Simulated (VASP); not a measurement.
# NiSb (P6_3/mmc) in VASP: further runs

Aim: see how the results for NiSb move with the level of theory and the settings. Levels: PBEsol, LDA. Tasks: relaxation of cell and atoms.

Everything below comes from runs of VASP 6.6.1. Logs are shortened: lines on timing, memory, paths and dates and some standing lists are left out, and cuts for length are marked.

## (1) Starting point

Symmetry: P6_3/mmc, No. 194, hexagonal system. The conventional cell has a = 3.930 Å, b = 3.930 Å, c = 5.116 Å, α = 90.00°, β = 90.00°, γ = 120.00°. Around Ni (site symmetry -3m) lie 2 Ni at 2.56 Å and 6 Sb at 2.60 Å. Around Sb (site symmetry -6m2) lie 6 Ni at 2.60 Å.

The cell is a database's computed one.

## (2) Relaxation of cell and atoms, PBEsol, collinear spin, ferromagnetic start

INCAR

```
SYSTEM = NiSb
PREC = Accurate
ENCUT = 600
EDIFF = 1E-7
ISMEAR = 0
SIGMA = 0.1
LREAL = .FALSE.
LASPH = .TRUE.
NELM = 150
ALGO = Normal
ISIF = 3
LWAVE = .FALSE.
LCHARG = .FALSE.
ISPIN = 2
MAGMOM = 1 1 0 0
LORBIT = 11
LMAXMIX = 4
GGA = PS
IBRION = 2
NSW = 90
EDIFFG = -0.005
```

KPOINTS

```
regular mesh
0
G
  12 12 8
  0 0 0
```

POSCAR

```
NiSb
1.0
    3.9296697700      0.0000000000      0.0000000000
   -1.9648348800      3.4031938500      0.0000000000
    0.0000000000      0.0000000000      5.1161871700
Ni Sb
2 2
Direct
    0.0000000000      0.0000000000      0.0000000000
    0.0000000000      0.0000000000      0.5000000000
    0.3333333300      0.6666666700      0.2500000000
    0.6666666700      0.3333333300      0.7500000000
```

Potentials or basis: VASP PAW PBE potentials, release 64 (Ni, Sb).

Launch:

```bash
$ cat potpaw_PBE.64/Ni/POTCAR potpaw_PBE.64/Sb/POTCAR > POTCAR
$ mpirun -np 1 vasp_std > vasp.out
```

OUTCAR:

```text
SYSTEM = NiSb
   PREC = Accurate
   ENCUT = 600
   EDIFF = 1E-7
   ISMEAR = 0
   LREAL = .FALSE.
   LASPH = .TRUE.
   NELM = 150
   ISIF = 3
   ISPIN = 2
   LORBIT = 11
   GGA = PS
   IBRION = 2
   NSW = 90
   EDIFFG = -0.005

 ion  position               nearest neighbor table
   1  0.000  0.000  0.000-   2 2.56   2 2.56   4 2.60   3 2.60   3 2.60   4 2.60   4 2.60   3 2.60

   2  0.000  0.000  0.500-   1 2.56   1 2.56   4 2.60   3 2.60   3 2.60   4 2.60   4 2.60   3 2.60

   3  0.333  0.667  0.250-   1 2.60   2 2.60   1 2.60   2 2.60   1 2.60   2 2.60   4 3.42   4 3.42
                             4 3.42   4 3.42   4 3.42   4 3.42
   4  0.667  0.333  0.750-   1 2.60   2 2.60   1 2.60   2 2.60   1 2.60   2 2.60   3 3.42   3 3.42
                             3 3.42   3 3.42   3 3.42   3 3.42

  LATTYP: Found a hexagonal cell.
 ALAT       =     3.9296697700
 C/A-ratio  =     1.3019381957

  Lattice vectors:

 A1 = (   3.9296697700,   0.0000000000,   0.0000000000)
 A2 = (  -1.9648348800,   3.4031938500,   0.0000000000)
 A3 = (   0.0000000000,   0.0000000000,   5.1161871700)

Analysis of symmetry for initial positions (statically):
=====================================================================
 Subroutine PRICEL returns:
 Original cell was already a primitive cell.

 Routine SETGRP: Setting up the symmetry group for a
 hexagonal supercell.

 Subroutine GETGRP returns: Found 24 space group operations
 (whereof 12 operations were pure point group operations)
 out of a pool of 24 trial point group operations.

The static configuration has the point symmetry D_3d.
 The point group associated with its full space group is D_6h.

Analysis of symmetry for dynamics (positions and initial velocities):
=====================================================================
 Subroutine PRICEL returns:
 Original cell was already a primitive cell.

 Routine SETGRP: Setting up the symmetry group for a
 hexagonal supercell.

 Subroutine GETGRP returns: Found 24 space group operations
 (whereof 12 operations were pure point group operations)
 out of a pool of 24 trial point group operations.

The dynamic configuration has the point symmetry D_3d.
 The point group associated with its full space group is D_6h.

Analysis of structural, dynamic, and magnetic symmetry:
=====================================================================
 Subroutine PRICEL returns:
 Original cell was already a primitive cell.

 Routine SETGRP: Setting up the symmetry group for a
 hexagonal supercell.

 Subroutine GETGRP returns: Found 24 space group operations
 (whereof 12 operations were pure point group operations)
 out of a pool of 24 trial point group operations.

The overall configuration has the point symmetry D_3d.
 The point group associated with its full space group is D_6h.

 Subroutine INISYM returns: Found 24 space group operations
 (whereof 12 operations are pure point group operations),
[... 110 lines left out ...]
   PSTRESS=    0.0 pullay stress
   NELECT =      30.0000    total number of electrons
   NUPDOWN=      -1.0000    fix difference up-down
   EMIN   =  10.00;   EMAX   =-10.00  energy-range for DOS
   EFERMI =   0.00;   METHOD = LEGACY
   ISMEAR =     0;   SIGMA  =   0.10  broadening in eV -4-tet -1-fermi 0-gaus
   EFERMI_NEDOS =   21; number of points for ismear=-14 and -15
   IALGO  =     38    algorithm
   IMIX   =      4    mixing-type and parameters
     AMIX     =   0.40;   BMIX     =  1.00
     AMIX_MAG =   1.60;   BMIX_MAG =  1.00
  volume/ion in A,a.u.               =      17.11       115.43
  Fermi-wavevector in a.u.,A,eV,Ry     =   1.243709  2.350270 21.045664  1.546813
  Thomas-Fermi vector in A             =   2.378008
   LORBIT       =     11    0 simple, 1 ext, 2 COOP (PROOUT), +10 PAW based schemes
   GGA     = PS    functional components
   LHFCALC =     F    Hartree Fock is set to
   AEXX    =    0.0000 exact exchange contribution
   IVDW    =     0    specifies the selected vdW correction
   LEPSILON=     F    determine dielectric tensor
   LRPA    =     F    only Hartree local field effects (RPA)
 conjugate gradient relaxation of ions
 spin polarized calculation
 Gauss-broadening in eV      SIGMA  =   0.10
  energy-cutoff  :      600.00
  volume of cell :       68.42
 maximum number of plane-waves:      2312
 NGX is ok and might be reduce to    32
   NGX = 15   NGY = 15   NGZ = 21

--------------------------------------- Ionic step        1  -------------------------------------------

 number of electron      30.0000014 magnetization       0.0000329

 number of electron      30.0000014 magnetization      -0.0000992

 Free energy of the ion-electron system (eV)
  ---------------------------------------------------
  ext. energy  EPLUGINS =         0.00000000
  ---------------------------------------------------
  free energy    TOTEN  =       -22.67881181 eV

  energy without entropy =      -22.67073775  energy(sigma->0) =      -22.67477478

 E-fermi :   9.9096     XC(G=0): -11.6617

 val. band max:        9.8825088313   @ k =   0.0833   0.0833   0.1250
 cond. band min:       9.9143619655   @ k =   0.1667   0.0833   0.2500
 fundamental gap:      0.0318531342
 Fermi energy:         9.9095956007

 spin component 1

 k-point     1 :       0.0000    0.0000    0.0000
  band No.  band energies     occupation
      1      -3.1196      1.00000
      2       1.4573      1.00000
      3       3.6253      1.00000
      4       5.9436      1.00000
      5       5.9436      1.00000
      6       6.7137      1.00000
[... 1258 lines left out ...]
 number of electron      30.0000008 magnetization      -0.0000000

 number of electron      30.0000008 magnetization       0.0000000

 Free energy of the ion-electron system (eV)
  ---------------------------------------------------
  ext. energy  EPLUGINS =         0.00000000
  ---------------------------------------------------
  free energy    TOTEN  =       -22.68591270 eV

  energy without entropy =      -22.67779709  energy(sigma->0) =      -22.68185489

 E-fermi :  10.1522     XC(G=0): -11.7403

 val. band max:       10.1500414423   @ k =   0.1667   0.1667   0.3750
 cond. band min:      10.1549832770   @ k =   0.1667   0.0833   0.2500
 fundamental gap:      0.0049418346
 Fermi energy:        10.1521607649

 spin component 1

 k-point     1 :       0.0000    0.0000    0.0000
  band No.  band energies     occupation
      1      -3.0177      1.00000
      2       1.6968      1.00000
      3       3.7759      1.00000
      4       6.0896      1.00000
      5       6.0896      1.00000
      6       6.8653      1.00000
[... 1130 lines left out ...]
  FREE ENERGIE OF THE ION-ELECTRON SYSTEM (eV)
  ---------------------------------------------------
  free  energy   TOTEN  =       -22.6859126976 eV

  energy  without entropy=      -22.6777970859  energy(sigma->0) =      -22.68185489

 reached required accuracy - stopping structural energy minimisation

 total charge

# of ion       s       p       d       tot
------------------------------------------
    1        0.460   0.504   8.476   9.440
    2        0.460   0.504   8.476   9.440
    3        1.130   1.230   0.078   2.439
    4        1.130   1.230   0.078   2.439
--------------------------------------------------
tot          3.180   3.469  17.109  23.758

 magnetization (x)

# of ion       s       p       d       tot
------------------------------------------
    1       -0.000  -0.000  -0.000  -0.000
    2       -0.000  -0.000  -0.000  -0.000
    3        0.000   0.000   0.000   0.000
    4        0.000   0.000   0.000   0.000
--------------------------------------------------
tot         -0.000   0.000  -0.000  -0.000
```

CONTCAR:

```text
NiSb
   1.00000000000000
     3.9146553138232738   -0.0000000000221510   -0.0000000000000000
    -1.9573276519499241    3.3901909495300200   -0.0000000000000000
    -0.0000000000000000   -0.0000000000000000    5.0746143010168394
  Ni              Sb
     2     2
Direct
     0.0000000000000000    0.0000000000000000    0.0000000000000000
     0.0000000000000000    0.0000000000000000    0.5000000000000000
     0.3333333300000021    0.6666666699999979    0.2500000000000000
     0.6666666699999979    0.3333333300000021    0.7500000000000000

  0.00000000E+00  0.00000000E+00  0.00000000E+00
  0.00000000E+00  0.00000000E+00  0.00000000E+00
  0.00000000E+00  0.00000000E+00  0.00000000E+00
  0.00000000E+00  0.00000000E+00  0.00000000E+00
```

It took 12 min on 1 thread of Intel Xeon Platinum 8375C at 2.90GHz (Ice Lake), shared host; peak memory 0.42 GiB.

Results:

* Free energy: -22.6859 eV
* Relaxed volume: 16.84 Å³/atom
* Relaxed cell: a = 3.915 Å, b = 3.915 Å, c = 5.075 Å, α = 90.00°, β = 90.00°, γ = 120.00°
* Space group after relaxing (to 0.05 Å): P6_3/mmc (No. 194)
* Energy gained by relaxing: 1.8 meV/atom
* Ionic steps: 5
* Pressure after relaxing: 0.0 GPa
* Band gap on the k mesh: none (metal or under the smearing width)
* Net moment: 0.00 μB per cell
* Valence electrons inside the program's atomic spheres: Ni 9.44; Sb 2.44

Step by step:
```tsv
step	energy change (eV)	largest force (eV/Å)	pressure (GPa)	volume (Å³)
1	0.0000	0.0000	-1.98	68.42
2	-0.0008	0.0000	2.04	66.35
3	-0.0069	0.0000	0.03	67.34
4	-0.0071	0.0000	-0.04	67.34
5	-0.0071	0.0000	-0.01	67.35
```

Final structure:
```yaml
crystal:
  lattice:
    - [3.91466, 0.00000, 0.00000]
    - [-1.95733, 3.39019, 0.00000]
    - [0.00000, 0.00000, 5.07461]
  atoms:
    - { symbol: Ni, position: [0.00000, 0.00000, 0.00000] }
    - { symbol: Ni, position: [0.00000, 0.00000, 0.50000] }
    - { symbol: Sb, position: [0.33333, 0.66667, 0.25000] }
    - { symbol: Sb, position: [0.66667, 0.33333, 0.75000] }
```

Caveat: the PAW data sets were made with another functional, which shifts forces and pressure a little.

(Part 1 of 2 ends here.)
